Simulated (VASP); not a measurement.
# Bi (C2/m) in VASP: a series of runs

Runs on Bi. Level: PBEsol. Tasks: single point.

Program: VASP 6.6.1. These are calculated values, not measurements. Logs are shortened: lines on timing, memory, paths and dates and some standing lists are left out, and cuts for length are marked.

### 1 The crystal as given

The structure is monoclinic, space group C2/m (No. 12). The conventional cell has a = 7.037 Å, b = 6.282 Å, c = 3.299 Å, α = 90.00°, β = 117.35°, γ = 90.00°. Bi (site symmetry m) has 6 Bi at 3.23 to 3.30 Å as nearest neighbours.

This isn't the form of Bi at room conditions, which is rhombohedral.

### 2 Single point, PBEsol

File INCAR:

```
SYSTEM = Bi
PREC = Accurate
ENCUT = 520
EDIFF = 1E-6
ISMEAR = 0
SIGMA = 0.1
LREAL = .FALSE.
LASPH = .TRUE.
NELM = 100
ALGO = Fast
ISIF = 2
LWAVE = .FALSE.
LCHARG = .TRUE.
GGA = PS
LELF = .TRUE.
LVHAR = .TRUE.
NBANDS = 22
```

File KPOINTS:

```
Automatic mesh
0
G
  10 10 14
  0 0 0
```

File POSCAR:

```
Bi
1.0
    3.5157039188     -3.1407599526     -0.1416456846
    3.5157039188      3.1407599526     -0.1416456846
   -1.3964446604      0.0000000000      2.9886188763
Bi
2
Direct
    0.2498265239      0.2498265239      0.1196856723
    0.7501734761      0.7501734761      0.8803143277
```

Potentials or basis: VASP PAW PBE potentials, release 64 (Bi_d).

Run with:

```sh
> cat potpaw_PBE.64/Bi_d/POTCAR > POTCAR
> mpirun -np 1 vasp_std > vasp.out
```

OUTCAR:

```text
SYSTEM = Bi
   PREC = Accurate
   ENCUT = 520
   EDIFF = 1E-6
   ISMEAR = 0
   LREAL = .FALSE.
   LASPH = .TRUE.
   NELM = 100
   ISIF = 2
   GGA = PS

 ion  position               nearest neighbor table
   1  0.250  0.250  0.120-   2 3.23   2 3.24   2 3.24   2 3.25
   2  0.750  0.750  0.880-   1 3.23   1 3.24   1 3.24   1 3.25

  LATTYP: Found a base centered monoclinic cell.
 ALAT       =     7.0371123466
 B/A-ratio  =     0.8926274864
 C/A-ratio  =     0.4687679276
 COS(beta)  =    -0.4594511288

  Lattice vectors:

 A1 = (   3.5157039188,  -3.1407599526,  -0.1416456846)
 A2 = (   3.5157039188,   3.1407599526,  -0.1416456846)
 A3 = (  -1.3964446604,   0.0000000000,   2.9886188763)

Analysis of symmetry for initial positions (statically):
=====================================================================
 Subroutine PRICEL returns:
 Original cell was already a primitive cell.

 Routine SETGRP: Setting up the symmetry group for a
 base centered monoclinic supercell.

 Subroutine GETGRP returns: Found  4 space group operations
 (whereof  4 operations were pure point group operations)
 out of a pool of  4 trial point group operations.

The static configuration has the point symmetry C_2h.

Analysis of symmetry for dynamics (positions and initial velocities):
=====================================================================
 Subroutine PRICEL returns:
 Original cell was already a primitive cell.

 Routine SETGRP: Setting up the symmetry group for a
 base centered monoclinic supercell.

 Subroutine GETGRP returns: Found  4 space group operations
 (whereof  4 operations were pure point group operations)
 out of a pool of  4 trial point group operations.

The dynamic configuration has the point symmetry C_2h.

 Subroutine INISYM returns: Found  4 space group operations
 (whereof  4 operations are pure point group operations),
 and found     1 'primitive' translations

----------------------------------------------------------------------------------------

                                     Primitive cell

  volume of cell :      64.7581

  direct lattice vectors                    reciprocal lattice vectors
     3.515703919 -3.140759953 -0.141645685     0.144947729 -0.159197139  0.067727432
     3.515703919  3.140759953 -0.141645685     0.144947729  0.159197139  0.067727432
    -1.396444660  0.000000000  2.988618876     0.013739604  0.000000000  0.341022606

  length of vectors
     4.716419259  4.716419259  3.298772571     0.225700196  0.225700196  0.341299274

  position of ions in fractional coordinates (direct lattice)
     0.249826524  0.249826524  0.119685672
     0.750173476  0.750173476  0.880314328

[... 77 lines left out ...]
   LREAL  =      F    real-space projection
   EDIFFG = 0.1E-04   stopping-criterion for IOM
   NSW    =      0    number of steps for IOM
   IBRION =     -1    ionic relax: 0-MD 1-quasi-New 2-CG
   NFREE  =      0    steps in history (QN), initial steepest desc. (CG)
   ISIF   =      2    stress and relaxation
   ISYM   =      2    0-nonsym 1-usesym 2-fastsym
   POTIM  = 0.5000    time-step for ionic-motion
   TEBEG  =    0.0;   TEEND  =   0.0 temperature during run
   PSTRESS=    0.0 pullay stress
   NELECT =      30.0000    total number of electrons
   NUPDOWN=      -1.0000    fix difference up-down
   EMIN   =  10.00;   EMAX   =-10.00  energy-range for DOS
   EFERMI =   0.00;   METHOD = LEGACY
   ISMEAR =     0;   SIGMA  =   0.10  broadening in eV -4-tet -1-fermi 0-gaus
   EFERMI_NEDOS =   21; number of points for ismear=-14 and -15
   IALGO  =     68    algorithm
   IMIX   =      4    mixing-type and parameters
     AMIX     =   0.40;   BMIX     =  1.00
     AMIX_MAG =   1.60;   BMIX_MAG =  1.00
  volume/ion in A,a.u.               =      32.38       218.50
  Fermi-wavevector in a.u.,A,eV,Ry     =   1.266730  2.393772 21.831965  1.604604
  Thomas-Fermi vector in A             =   2.399915
   LORBIT       =      0    0 simple, 1 ext, 2 COOP (PROOUT), +10 PAW based schemes
   GGA     = PS    functional components
   LHFCALC =     F    Hartree Fock is set to
   AEXX    =    0.0000 exact exchange contribution
   IVDW    =     0    specifies the selected vdW correction
   LEPSILON=     F    determine dielectric tensor
   LRPA    =     F    only Hartree local field effects (RPA)
 non-spin polarized calculation
 RMM-DIIS sequential band-by-band and
 Gauss-broadening in eV      SIGMA  =   0.10
  energy-cutoff  :      520.00
  volume of cell :       64.76
 maximum number of plane-waves:      1761
   NGX = 17   NGY = 17   NGZ = 13

 number of electron      29.9999992 magnetization

 Free energy of the ion-electron system (eV)
  ---------------------------------------------------
  ext. energy  EPLUGINS =         0.00000000
  ---------------------------------------------------
  free energy    TOTEN  =        -8.57362126 eV

  energy without entropy =       -8.56951378  energy(sigma->0) =       -8.57156752

 E-fermi :   7.2026     XC(G=0): -10.1721

 val. band max:        7.1961615606   @ k =   0.0000   0.0000   0.2143
 cond. band min:       7.2053293291   @ k =  -0.4000   0.4000   0.4286
 fundamental gap:      0.0091677684
 Fermi energy:         7.2025612782

 k-point     1 :       0.0000    0.0000    0.0000
  band No.  band energies     occupation
      1     -15.7645      2.00000
      2     -15.7266      2.00000
      3     -15.6767      2.00000
      4     -15.6510      2.00000
      5     -15.5235      2.00000
      6     -15.5150      2.00000
[... 589 lines left out ...]
     21      16.9666      0.00000
     22      17.2421      0.00000

 [... further k-points ...]

------------------------ aborting loop because EDIFF is reached ----------------------------------------

  FORCE on cell =-STRESS in cart. coord.  units (eV):
  Direction    XX          YY          ZZ          XY          YZ          ZX
  --------------------------------------------------------------------------------------
  -------------------------------------------------------------------------------------
  Total       -0.0282594     -0.0264136     -0.0283474      0.0000000      0.0000000     -0.0011040
  in kB       -0.6991652     -0.6534988     -0.7013412      0.0000000      0.0000000     -0.0273145
  external PRESSURE =      -0.6846684 kB  Pullay stress =       0.0000000 kB

 VOLUME and BASIS-vectors are now :
 -----------------------------------------------------------------------------
  energy-cutoff  :      520.00
  volume of cell :       64.76
      direct lattice vectors                 reciprocal lattice vectors
     3.515703919 -3.140759953 -0.141645685     0.144947729 -0.159197139  0.067727432
     3.515703919  3.140759953 -0.141645685     0.144947729  0.159197139  0.067727432
    -1.396444660  0.000000000  2.988618876     0.013739604  0.000000000  0.341022606

 POSITION                                       TOTAL-FORCE (eV/Angst)
 -----------------------------------------------------------------------------------
      1.58950      0.00000      0.28692        -0.001322      0.000000     -0.000819
      4.04547      0.00000      2.41841         0.001322      0.000000      0.000819
 -----------------------------------------------------------------------------------
    total drift:                                0.000000      0.000000     -0.000000

  FREE ENERGIE OF THE ION-ELECTRON SYSTEM (eV)
  ---------------------------------------------------
  free  energy   TOTEN  =        -8.5736212610 eV

  energy  without entropy=       -8.5695137759  energy(sigma->0) =       -8.57156752
```

OSZICAR:

```text
N       E                     dE             d eps       ncg     rms          rms(c)
DAV:   1     0.304196225043E+03    0.30420E+03   -0.16142E+04 17280   0.169E+03
DAV:   2     0.169174572492E+02   -0.28728E+03   -0.27977E+03 17524   0.442E+02
DAV:   3    -0.771045640295E+01   -0.24628E+02   -0.24287E+02 20890   0.141E+02
DAV:   4    -0.855116255566E+01   -0.84071E+00   -0.84028E+00 21314   0.284E+01
DAV:   5    -0.858580219994E+01   -0.34640E-01   -0.34639E-01 24624   0.520E+00    0.805E-01
RMM:   6    -0.857591352012E+01    0.98887E-02   -0.18374E-02 20259   0.148E+00    0.464E-01
RMM:   7    -0.857339430783E+01    0.25192E-02   -0.14576E-02 19661   0.118E+00    0.113E-01
RMM:   8    -0.857352473814E+01   -0.13043E-03   -0.33703E-03 23429   0.625E-01    0.168E-02
RMM:   9    -0.857361605806E+01   -0.91320E-04   -0.99623E-04 28692   0.245E-01    0.206E-02
RMM:  10    -0.857363832759E+01   -0.22270E-04   -0.13976E-04 26551   0.103E-01    0.348E-02
RMM:  11    -0.857361854804E+01    0.19780E-04   -0.62290E-05 20334   0.105E-01    0.398E-03
RMM:  12    -0.857362121401E+01   -0.26660E-05   -0.19864E-05 23670   0.341E-02    0.493E-03
RMM:  13    -0.857362126100E+01   -0.46989E-07   -0.18452E-06 12143   0.113E-02
   1 F= -.85736213E+01 E0= -.85715675E+01  d E =-.410749E-02
```

stdout:

```text
POSCAR found type information on POSCAR Bi
 POSCAR found :  1 types and       2 ions
 scaLAPACK will be used
 -----------------------------------------------------------------------------
|                                                                             |
|                                                                             |
|     You enforced a specific xc type in the INCAR file but a different       |
[... 18 lines left out ...]
WARNING in EDDRMM: call to ZHEGV failed, returncode =   6  3     19
WARNING in EDDRMM: call to ZHEGV failed, returncode =   6  3     19
WARNING in EDDRMM: call to ZHEGV failed, returncode =   6  3     19
WARNING in EDDRMM: call to ZHEGV failed, returncode =   6  3     19
WARNING in EDDRMM: call to ZHEGV failed, returncode =   6  3     21
WARNING in EDDRMM: call to ZHEGV failed, returncode =   6  3     21
WARNING in EDDRMM: call to ZHEGV failed, returncode =   6  3     22
```

Run time: 7.3 min. Hardware: 1 thread of Intel Xeon Platinum 8259CL at 2.50GHz (Skylake/Cascade Lake), shared host; peak memory 0.52 GiB.

Results:

- Free energy: -8.5736 eV
- Pressure: -0.1 GPa
- Band gap on the k mesh: none (metal or under the smearing width)

Levels at points of the mesh, in eV from the Fermi level:
```
           k point  band 13  band 14  band 15  band 16  band 17  band 18
(0.00, 0.00, 0.00)    -3.16    -3.13     2.64     3.46     3.55     4.55
(0.50, 0.00, 0.00)    -1.01    -1.01    -0.91    -0.89     4.05     4.18
(0.50, 0.50, 0.00)    -5.25    -5.25     3.47     3.66     5.65     5.70
(0.00, 0.00, 0.50)    -4.38    -2.96    -2.19     0.84     1.66     2.04
(0.50, 0.00, 0.50)    -4.28    -2.95    -2.14     0.68     1.47     1.95
(0.50, 0.50, 0.50)    -4.37    -2.99    -2.25     0.64     1.61     2.12
```

Caveat: the PAW data sets were made with another functional, which shifts forces and pressure a little; spin-orbit coupling is left out, which moves the levels of the heavy elements.

### 3 Single point, PBEsol

This run uses another cell than the first one, of 31.33 Å³/atom, 0.968 times its volume.

File INCAR:

```
SYSTEM = Bi
PREC = Accurate
ENCUT = 520
EDIFF = 1E-7
ISMEAR = 0
SIGMA = 0.1
LREAL = .FALSE.
LASPH = .TRUE.
NELM = 80
ALGO = Fast
ISIF = 2
LWAVE = .FALSE.
LCHARG = .FALSE.
GGA = PS
NBANDS = 22
```

KPOINTS is that of step 2.

File POSCAR:

```
Bi
1.0
    3.4766823331     -3.1066205207     -0.1398976723
    3.4766823331      3.1066205207     -0.1398976723
   -1.3807489009      0.0000000000      2.9566095380
Bi
2
Direct
    0.2498696106      0.2498696106      0.1195525847
    0.7501303894      0.7501303894      0.8804474153
```

Potentials or basis: VASP PAW PBE potentials, release 64 (Bi_d).

Run with:

```sh
> cat potpaw_PBE.64/Bi_d/POTCAR > POTCAR
> mpirun -np 1 vasp_std > vasp.out
```

Wall time 8.7 min (1 thread of Intel Xeon Platinum 8259CL at 2.50GHz (Skylake/Cascade Lake), shared host); peak memory 0.49 GiB.

Results (log left out):

- Free energy: -8.5609 eV
- Pressure: 1.9 GPa
- Band gap on the k mesh: none (metal or under the smearing width)

Forces on the atoms (eV/Å):
```
Bi   0.002  0.000 -0.001
Bi  -0.002  0.000  0.001
```

Levels at points of the mesh, in eV from the Fermi level:
```tsv
k point	band 11	band 12	band 13	band 14	band 15	band 16	band 17	band 18	band 19	band 20
(0.00, 0.00, 0.00)	-13.69	-9.13	-3.29	-3.26	2.56	3.56	3.66	4.73	4.78	7.24
(0.50, 0.00, 0.00)	-11.96	-11.95	-1.02	-1.02	-0.96	-0.94	4.17	4.30	8.52	8.67
(0.50, 0.50, 0.00)	-11.42	-11.39	-5.47	-5.46	3.55	3.76	5.88	5.94	10.36	10.42
(0.00, 0.00, 0.50)	-10.72	-9.05	-4.54	-3.08	-2.28	0.86	1.62	2.14	5.78	7.70
(0.50, 0.00, 0.50)	-10.67	-9.13	-4.42	-3.07	-2.24	0.70	1.43	2.04	5.79	7.70
(0.50, 0.50, 0.50)	-10.65	-9.09	-4.53	-3.11	-2.35	0.65	1.57	2.22	5.74	7.87
```

Caveat: the PAW data sets were made with another functional, which shifts forces and pressure a little; spin-orbit coupling is left out, which moves the levels of the heavy elements.

### 4 Single point, PBEsol

This run uses another cell than the first one, of 28.33 Å³/atom, 0.875 times its volume.

Edit INCAR of step 3 so:

```diff
@@ -3,3 +3,3 @@
 ENCUT = 520
-EDIFF = 1E-7
+EDIFF = 1E-6
 ISMEAR = 0
@@ -9,3 +9,3 @@
 NELM = 80
-ALGO = Fast
+ALGO = Normal
 ISIF = 2
```

File KPOINTS:

```
Automatic mesh
0
G
  10 10 16
  0 0 0
```

File POSCAR:

```
Bi
1.0
    3.3490614266     -3.0322772345     -0.1818814600
    3.3490614266      3.0322772345     -0.1818814600
   -1.3695218482      0.0000000000      2.8638307336
Bi
2
Direct
    0.2497671634      0.2497671634      0.0965221632
    0.7502328366      0.7502328366      0.9034778368
```

Run with:

```sh
> cat potpaw_PBE.64/Bi_d/POTCAR > POTCAR
> mpirun -np 1 vasp_std > vasp.out
```

Run time: 5.5 min. Hardware: 1 thread of Intel Xeon Platinum 8259CL at 2.50GHz (Skylake/Cascade Lake), shared host; peak memory 0.51 GiB.

The run converged. Its results:

- Free energy: -8.3478 eV
- Pressure: 9.9 GPa
- Band gap on the k mesh: none (metal or under the smearing width)

Levels at points of the mesh, in eV from the Fermi level:
| k point | band 12 | band 13 | band 14 | band 15 | band 16 | band 17 | band 18 | band 19 |
| --- | --- | --- | --- | --- | --- | --- | --- | --- |
| (0.00, 0.00, 0.00) | -8.98 | -3.82 | -3.59 | 2.32 | 3.62 | 4.32 | 5.04 | 5.23 |
| (0.50, 0.00, 0.00) | -12.51 | -1.20 | -1.19 | -0.91 | -0.91 | 4.37 | 4.48 | 8.73 |
| (0.50, 0.50, 0.00) | -11.61 | -6.22 | -6.17 | 3.18 | 4.40 | 6.52 | 6.97 | 10.35 |
| (0.00, 0.00, 0.50) | -9.00 | -5.30 | -3.61 | -2.87 | 0.88 | 1.72 | 2.86 | 5.79 |
| (0.50, 0.00, 0.50) | -9.40 | -4.59 | -3.37 | -2.41 | 0.60 | 0.87 | 1.98 | 5.99 |
| (0.50, 0.50, 0.50) | -8.97 | -5.29 | -3.59 | -2.82 | 1.03 | 1.76 | 2.80 | 5.85 |

Caveat: the PAW data sets were made with another functional, which shifts forces and pressure a little; spin-orbit coupling is left out, which moves the levels of the heavy elements.

### 5 Summary

```csv
cell,k mesh,gap on the mesh (eV),pressure (GPa)
"C2/m, 32.38 Å³/atom",10 × 10 × 14,none,-0.1
"C2/m, 31.33 Å³/atom",10 × 10 × 14,none,1.9
"C2/m, 28.33 Å³/atom",10 × 10 × 16,none,9.9
```

Alike in all rows: task single point; level PBEsol; potentials or basis VASP PAW PBE potentials, release 64 (Bi_d); no spin polarisation; cutoff (eV) 520; smearing gaussian 0.1 eV.

Every run on the cell as given and a fine mesh finds a metal.

Caveats: the PAW data sets were made with another functional, which shifts forces and pressure a little; spin-orbit coupling is left out, which moves the levels of the heavy elements.

Total energies depend on the potentials used, so only differences within one code and one set of settings carry meaning.
